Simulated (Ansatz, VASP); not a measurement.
Two plane-wave programs on BN

```
B N
1.0
     0.00000    3.49532    2.16609
     1.25163    0.00000    2.16609
     1.25163    3.49532    0.00000
B N
1 1
Direct
  0.00005 0.00005 0.99995
  0.66665 0.66665 0.33335
```

Measurements of this composition are mostly on another form, of space group No. 194.

Alike in both runs: task relaxation of cell and atoms; functional LDA; k mesh 12 × 12 × 12; occupations gaussian, width 0.02 eV; no spin polarisation.

|  | VASP | Ansatz |
| --- | --- | --- |
| version | VASP 6.6.1 | Ansatz 0.2.0 |
| potentials or method | VASP PAW LDA potentials, release 64 (B, N) | scalar-relativistic, plane waves, PAW |
| plane-wave cutoff (eV) | 600 | 420 |
| valence electrons in the cell | 8 | 8 |

Ansatz gave:

```
gap on the k mesh at the Fermi level, each at its own relaxed structure (eV) : 3.40
relaxed volume (Å³/atom)                                                     : 8.79
relaxed cell length with the largest relative difference (Å)                 : 3.507
energy change over the relaxation (meV/atom)                                 : -4
```

**Question.** What did VASP give for the same quantities?

**Answer.** gap on the k mesh at the Fermi level, each at its own relaxed structure (eV): 3.32; relaxed volume (Å³/atom): 8.72; relaxed cell length with the largest relative difference (Å): 3.479; energy change over the relaxation (meV/atom): -5.

A k mesh can miss the band edges. Expect the measured gap to be larger: semilocal functionals such as LDA lack the derivative discontinuity.
